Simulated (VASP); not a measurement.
# AlN (P6_3/mmc) in VASP: notebook

One crystal, AlN, is run at these levels: PBEsol; tasks: single point, relaxation of cell and atoms.

All numbers are computed with VASP 6.6.1; they aren't measurements. Logs are shortened: lines on timing, memory, paths and dates and some standing lists are left out, and cuts for length are marked.

### 1 Starting point

It takes space group P6_3/mmc (No. 194, hexagonal). Conventional cell: a = 3.301 Å, b = 3.301 Å, c = 4.140 Å, α = 90.00°, β = 90.00°, γ = 120.00°. Around Al (site symmetry -6m2) lie 5 N at 1.91 to 2.07 Å. N (site symmetry -6m2) has 5 Al at 1.91 to 2.07 Å as nearest neighbours.

Measurements of this composition are mostly on another form, of space group No. 186.

### 2 Single point, PBEsol

INCAR reads:

```
SYSTEM = AlN
PREC = Accurate ; ENCUT = 520
EDIFF = 1E-7 ; ISMEAR = 0
SIGMA = 0.02 ; LREAL = .FALSE.
LASPH = .TRUE. ; NELM = 100
ALGO = Normal ; ISIF = 2
LWAVE = .FALSE. ; LCHARG = .FALSE.
GGA = PS ; NBANDS = 16
```

KPOINTS reads:

```
Automatic mesh
0
G
  9 9 6
  0 0 0
```

POSCAR reads:

```
AlN
1.0
    3.3014697576      0.0000000000      0.0000000000
   -1.6507348788      2.8591566799      0.0000000000
    0.0000000000      0.0000000000      4.1398709542
Al N
2 2
Direct
    0.3333333333      0.6666666667      0.7500000000
    0.6666666667      0.3333333333      0.2500000000
    0.3333333333      0.6666666667      0.2500000000
    0.6666666667      0.3333333333      0.7500000000
```

Potentials or basis: VASP PAW PBE potentials, release 64 (Al, N).

Started as:

```sh
$ cat potpaw_PBE.64/Al/POTCAR potpaw_PBE.64/N/POTCAR > POTCAR
$ mpirun -np 1 vasp_std > vasp.out
```

OUTCAR:

```text
SYSTEM = AlN
   PREC = Accurate
   ENCUT = 520
   EDIFF = 1E-7
   ISMEAR = 0
   LREAL = .FALSE.
   LASPH = .TRUE.
   NELM = 100
   ISIF = 2
   GGA = PS

 ion  position               nearest neighbor table
   1  0.333  0.667  0.750-   4 1.91   4 1.91   4 1.91   3 2.07   3 2.07   2 2.81   2 2.81   2 2.81
                             2 2.81   2 2.81   2 2.81
   2  0.667  0.333  0.250-   3 1.91   3 1.91   3 1.91   4 2.07   4 2.07   1 2.81   1 2.81   1 2.81
                             1 2.81   1 2.81   1 2.81
   3  0.333  0.667  0.250-   2 1.91   2 1.91   2 1.91   1 2.07   1 2.07
   4  0.667  0.333  0.750-   1 1.91   1 1.91   1 1.91   2 2.07   2 2.07

  LATTYP: Found a hexagonal cell.
 ALAT       =     3.3014697576
 C/A-ratio  =     1.2539478651

  Lattice vectors:

 A1 = (   3.3014697576,   0.0000000000,   0.0000000000)
 A2 = (  -1.6507348788,   2.8591566799,   0.0000000000)
 A3 = (   0.0000000000,   0.0000000000,   4.1398709542)

Analysis of symmetry for initial positions (statically):
=====================================================================
 Subroutine PRICEL returns:
 Original cell was already a primitive cell.

 Routine SETGRP: Setting up the symmetry group for a
 hexagonal supercell.

 Subroutine GETGRP returns: Found 24 space group operations
 (whereof 12 operations were pure point group operations)
 out of a pool of 24 trial point group operations.

The static configuration has the point symmetry D_3d.
 The point group associated with its full space group is D_6h.

Analysis of symmetry for dynamics (positions and initial velocities):
=====================================================================
 Subroutine PRICEL returns:
 Original cell was already a primitive cell.

 Routine SETGRP: Setting up the symmetry group for a
 hexagonal supercell.

 Subroutine GETGRP returns: Found 24 space group operations
 (whereof 12 operations were pure point group operations)
 out of a pool of 24 trial point group operations.

The dynamic configuration has the point symmetry D_3d.
 The point group associated with its full space group is D_6h.

 Subroutine INISYM returns: Found 24 space group operations
 (whereof 12 operations are pure point group operations),
 and found     1 'primitive' translations

----------------------------------------------------------------------------------------

                                     Primitive cell

  volume of cell :      39.0780

  direct lattice vectors                    reciprocal lattice vectors
     3.301469758  0.000000000  0.000000000     0.302895399  0.174876740  0.000000000
    -1.650734879  2.859156680  0.000000000     0.000000000  0.349753480  0.000000000
     0.000000000  0.000000000  4.139870954     0.000000000  0.000000000  0.241553423

  length of vectors
     3.301469758  3.301469758  4.139870954     0.349753480  0.349753480  0.241553423

  position of ions in fractional coordinates (direct lattice)
     0.333333333  0.666666667  0.750000000
     0.666666667  0.333333333  0.250000000
     0.333333333  0.666666667  0.250000000
     0.666666667  0.333333333  0.750000000

  ion indices of the primitive-cell ions
   primitive index   ion index
                 1           1
                 2           2
                 3           3
                 4           4

----------------------------------------------------------------------------------------

 KPOINTS: Automatic mesh

Automatic generation of k-mesh.
 Grid dimensions read from file:
 generate k-points for:    9    9    6

 Generating k-lattice:

  Cartesian coordinates                     Fractional coordinates (reciprocal lattice)
     0.033655044  0.019430749  0.000000000     0.111111111  0.000000000  0.000000000
     0.000000000  0.038861498  0.000000000     0.000000000  0.111111111  0.000000000
     0.000000000  0.000000000  0.040258904     0.000000000  0.000000000  0.166666667

  Length of vectors
     0.038861498  0.038861498  0.040258904

  Shift w.r.t. Gamma in fractional coordinates (k-lattice)
     0.000000000  0.000000000  0.000000000

 Subroutine IBZKPT returns following result:
 ===========================================

 Found     48 irreducible k-points:

 Following reciprocal coordinates:
            Coordinates               Weight
  0.000000  0.000000  0.000000      1.000000
  0.111111  0.000000  0.000000      6.000000
  0.222222  0.000000  0.000000      6.000000
  0.333333  0.000000  0.000000      6.000000
  0.444444  0.000000  0.000000      6.000000
  0.111111  0.111111  0.000000      6.000000
[... 16 lines left out ...]
  0.333333  0.222222  0.166667     24.000000
  0.333333  0.333333  0.166667      4.000000
 [... further k-points ...]
   k-points           NKPTS =     48   k-points in BZ     NKDIM =     48   number of bands    NBANDS=     16
   number of dos      NEDOS =    301   number of ions     NIONS =      4
   total plane-waves  NPLWV =  25088
   dimension x,y,z NGX =    28 NGY =   28 NGZ =   32
   dimension x,y,z NGXF=    56 NGYF=   56 NGZF=   64
   ions per type =               2   2
   NGX,Y,Z   is equivalent  to a cutoff of  14.10, 14.10, 12.85 a.u.
   NGXF,Y,Z  is equivalent  to a cutoff of  28.20, 28.20, 25.70 a.u.
 SYSTEM =  AlN
   PREC   = accura    normal or accurate (medium, high low for compatibility)
   ISTART =      0    job   : 0-new  1-cont  2-samecut
   ICHARG =      2    charge: 1-file 2-atom 10-const
   ISPIN  =      1    spin polarized calculation?
   LNONCOLLINEAR =      F non collinear calculations
   LSORBIT =      F    spin-orbit coupling
   LASPH  =      T    aspherical Exc in radial PAW
   ENCUT  =  520.0 eV  38.22 Ry    6.18 a.u.   6.14  6.14  7.70*2*pi/ulx,y,z
   NELM   =    100;   NELMIN=  2; NELMDL= -5     # of ELM steps
   EDIFF  = 0.1E-06   stopping-criterion for ELM
   LREAL  =      F    real-space projection
   EDIFFG = 0.1E-05   stopping-criterion for IOM
   NSW    =      0    number of steps for IOM
   IBRION =     -1    ionic relax: 0-MD 1-quasi-New 2-CG
   NFREE  =      0    steps in history (QN), initial steepest desc. (CG)
   ISIF   =      2    stress and relaxation
   ISYM   =      2    0-nonsym 1-usesym 2-fastsym
   POTIM  = 0.5000    time-step for ionic-motion
   TEBEG  =    0.0;   TEEND  =   0.0 temperature during run
   PSTRESS=    0.0 pullay stress
   NELECT =      16.0000    total number of electrons
   NUPDOWN=      -1.0000    fix difference up-down
   EMIN   =  10.00;   EMAX   =-10.00  energy-range for DOS
   EFERMI =   0.00;   METHOD = LEGACY
   ISMEAR =     0;   SIGMA  =   0.02  broadening in eV -4-tet -1-fermi 0-gaus
   EFERMI_NEDOS =   21; number of points for ismear=-14 and -15
   IALGO  =     38    algorithm
   IMIX   =      4    mixing-type and parameters
     AMIX     =   0.40;   BMIX     =  1.00
     AMIX_MAG =   1.60;   BMIX_MAG =  1.00
  volume/ion in A,a.u.               =       9.77        65.93
  Fermi-wavevector in a.u.,A,eV,Ry     =   1.215638  2.297222 20.106347  1.477775
  Thomas-Fermi vector in A             =   2.351018
   LORBIT       =      0    0 simple, 1 ext, 2 COOP (PROOUT), +10 PAW based schemes
   GGA     = PS    functional components
   LHFCALC =     F    Hartree Fock is set to
   AEXX    =    0.0000 exact exchange contribution
   IVDW    =     0    specifies the selected vdW correction
   LEPSILON=     F    determine dielectric tensor
   LRPA    =     F    only Hartree local field effects (RPA)
 non-spin polarized calculation
 Gauss-broadening in eV      SIGMA  =   0.02
  energy-cutoff  :      520.00
  volume of cell :       39.08
 maximum number of plane-waves:      1074
 NGX is ok and might be reduce to    28
   NGX = 13   NGY = 13   NGZ = 15

 number of electron      16.0000001 magnetization

 Free energy of the ion-electron system (eV)
  ---------------------------------------------------
  ext. energy  EPLUGINS =         0.00000000
  ---------------------------------------------------
  free energy    TOTEN  =       -30.94583652 eV

  energy without entropy =      -30.94583652  energy(sigma->0) =      -30.94583652

 E-fermi :   8.1365     XC(G=0): -11.4314

 val. band max:        8.0286397567   @ k =   0.0000   0.0000   0.0000
 cond. band min:      11.3691061451   @ k =   0.0000   0.0000   0.0000
 fundamental gap:      3.3404663884
 Fermi energy:         8.1365366902

 k-point     1 :       0.0000    0.0000    0.0000
  band No.  band energies     occupation
      1      -8.8503      2.00000
      2      -5.0435      2.00000
      3       1.0442      2.00000
      4       4.6989      2.00000
      5       4.6989      2.00000
      6       6.4264      2.00000
[... 8 lines left out ...]
     15      19.8958      0.00000
     16      19.8958      0.00000

 k-point     2 :       0.1111    0.0000    0.0000
  band No.  band energies     occupation
      1      -8.7070      2.00000
      2      -5.0430      2.00000
      3       1.1969      2.00000
      4       4.1954      2.00000
      5       4.4940      2.00000
      6       5.9339      2.00000
[... 8 lines left out ...]
     15      19.3118      0.00000
     16      19.7127      0.00000

 k-point     3 :       0.2222    0.0000    0.0000
  band No.  band energies     occupation
      1      -8.2953      2.00000
      2      -5.0883      2.00000
      3       1.6422      2.00000
      4       3.1076      2.00000
      5       4.0775      2.00000
      6       5.0387      2.00000
[... 8 lines left out ...]
     15      18.3424      0.00000
     16      20.5398      0.00000

 k-point     4 :       0.3333    0.0000    0.0000
  band No.  band energies     occupation
      1      -7.6830      2.00000
      2      -5.2898      2.00000
      3       2.1099      2.00000
      4       2.3278      2.00000
      5       3.7011      2.00000
      6       4.2635      2.00000
[... 8 lines left out ...]
     15      19.3768      0.00000
     16      21.0637      0.00000

 k-point     5 :       0.4444    0.0000    0.0000
  band No.  band energies     occupation
      1      -7.0666      2.00000
      2      -5.6520      2.00000
      3       1.5708      2.00000
      4       3.0564      2.00000
      5       3.4891      2.00000
      6       3.8159      2.00000
[... 8 lines left out ...]
     15      20.9898      0.00000
     16      21.4330      0.00000

 k-point     6 :       0.1111    0.1111    0.0000
  band No.  band energies     occupation
      1      -8.4291      2.00000
      2      -5.0648      2.00000
      3       1.4963      2.00000
      4       3.6372      2.00000
      5       3.8345      2.00000
      6       5.5008      2.00000
[... 8 lines left out ...]
     15      19.0622      0.00000
     16      20.2473      0.00000
[... 267 lines left out ...]
 k-point    21 :       0.4444    0.1111    0.1667
  band No.  band energies     occupation
      1      -6.7488      2.00000
      2      -5.7946      2.00000
      3       1.0954      2.00000
      4       2.7176      2.00000
      5       3.0090      2.00000
      6       4.4108      2.00000
[... 8 lines left out ...]
     15      20.2469      0.00000
     16      21.5495      0.00000

 k-point    22 :       0.2222    0.2222    0.1667
  band No.  band energies     occupation
      1      -7.2118      2.00000
      2      -5.5294      2.00000
      3       1.6940      2.00000
      4       2.0404      2.00000
      5       3.7504      2.00000
      6       4.2627      2.00000
[... 8 lines left out ...]
     15      19.9846      0.00000
     16      21.3442      0.00000

 k-point    23 :       0.3333    0.2222    0.1667
  band No.  band energies     occupation
      1      -6.6466      2.00000
      2      -5.8163      2.00000
      3       1.3856      2.00000
      4       2.1757      2.00000
      5       2.9562      2.00000
      6       4.7815      2.00000
[... 8 lines left out ...]
     15      19.7819      0.00000
     16      21.4776      0.00000

 k-point    24 :       0.3333    0.3333    0.1667
  band No.  band energies     occupation
      1      -6.1785      2.00000
      2      -6.1785      2.00000
      3       1.3700      2.00000
      4       2.4175      2.00000
      5       2.4175      2.00000
      6       5.0201      2.00000
[... 8 lines left out ...]
     15      19.2682      0.00000
     16      21.2224      0.00000

 [... further k-points ...]

------------------------ aborting loop because EDIFF is reached ----------------------------------------

  FORCE on cell =-STRESS in cart. coord.  units (eV):
  Direction    XX          YY          ZZ          XY          YZ          ZX
  --------------------------------------------------------------------------------------
  -------------------------------------------------------------------------------------
  Total        0.0000710      0.0000710      0.0002547      0.0000000      0.0000000     -0.0000000
  in kB        0.0029092      0.0029092      0.0104446      0.0000000      0.0000000     -0.0000000
  external PRESSURE =       0.0054210 kB  Pullay stress =       0.0000000 kB

 VOLUME and BASIS-vectors are now :
 -----------------------------------------------------------------------------
  energy-cutoff  :      520.00
  volume of cell :       39.08
      direct lattice vectors                 reciprocal lattice vectors
     3.301469758  0.000000000  0.000000000     0.302895399  0.174876740  0.000000000
    -1.650734879  2.859156680  0.000000000     0.000000000  0.349753480  0.000000000
     0.000000000  0.000000000  4.139870954     0.000000000  0.000000000  0.241553423

 POSITION                                       TOTAL-FORCE (eV/Angst)
 -----------------------------------------------------------------------------------
     -0.00000      1.90610      3.10490         0.000000     -0.000000      0.000000
      1.65073      0.95305      1.03497        -0.000000     -0.000000      0.000000
     -0.00000      1.90610      1.03497         0.000000     -0.000000      0.000000
      1.65073      0.95305      3.10490        -0.000000      0.000000      0.000000
 -----------------------------------------------------------------------------------
    total drift:                               -0.000000     -0.000000     -0.000000

  FREE ENERGIE OF THE ION-ELECTRON SYSTEM (eV)
  ---------------------------------------------------
  free  energy   TOTEN  =       -30.9458365153 eV

  energy  without entropy=      -30.9458365153  energy(sigma->0) =      -30.94583652
```

Run time: 43 s. Hardware: 1 thread of AMD EPYC 7R43 (Zen 3), shared host; peak memory 0.13 GiB.

Results:

```yaml
Free_energy: -30.9458 eV
Pressure: 0.0 GPa
Band_gap_on_the_k_mesh: 3.34 eV, direct
```

Levels at points of the mesh, in eV from the valence-band top:
| k point | band 6 | band 7 | band 8 | band 9 | band 10 | band 11 |
| --- | --- | --- | --- | --- | --- | --- |
| (0.00, 0.00, 0.00) | -1.60 | -1.60 | 0.00 | 3.34 | 4.48 | 8.21 |
| (0.00, 0.00, 0.50) | -2.51 | -2.51 | -2.51 | 5.70 | 5.70 | 8.38 |

Caveat: the PAW data sets were made with another functional, which shifts forces and pressure a little. A hybrid or GW would open this gap; PBEsol tends to underestimate it.

(Part 1 of 2 ends here.)
